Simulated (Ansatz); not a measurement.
AlN: computed properties

Method: Ansatz, DFT PBE, scalar-relativistic, plane waves, PAW.

Settings: cutoff 420 eV, Γ-centred mesh 12×12×6 on the computed 4-atom cell, Gaussian smearing of 0.02 eV; no spin polarisation.

The structure is relaxed at this level of theory with its symmetry kept, and needn't be the ground state of this composition.

Space group P6_3/mmc (No. 194), hexagonal, a = 2.856 Å, c = 4.883 Å. Around Al lie 6 N at 2.05 Å; N is surrounded by 6 Al at 2.05 Å.

| Property | Result |
| --- | --- |
| Volume per atom | 8.62 Å³ |
| Formation energy from the elements' standard states (uncorrected) | -1.041 eV/atom |
| Kohn–Sham band gap | 4.74 eV |
| Orbital (Löwdin) character of the top 1 eV of the valence band | N 2p 93 % |
| Orbital (Löwdin) character of the lowest 1 eV of the conduction band | Al 3s 51 %, Al 3p 18 %, N 2s 15 %, unprojected 10 % |
| Bader charge by site (e) | Al (2 in the cell) 2.47, N (2 in the cell) -2.47 |

Another cell of AlN relaxed alike, in F-43m, lies 0.31 eV/atom lower, so this cell isn't the stable form at this level.

The cell was found from a structure generator's guess, not taken from experiment. Kohn–Sham gaps at this level usually fall short of measured ones. Löwdin shares on free-atom orbitals overweight diffuse shells in the empty bands.
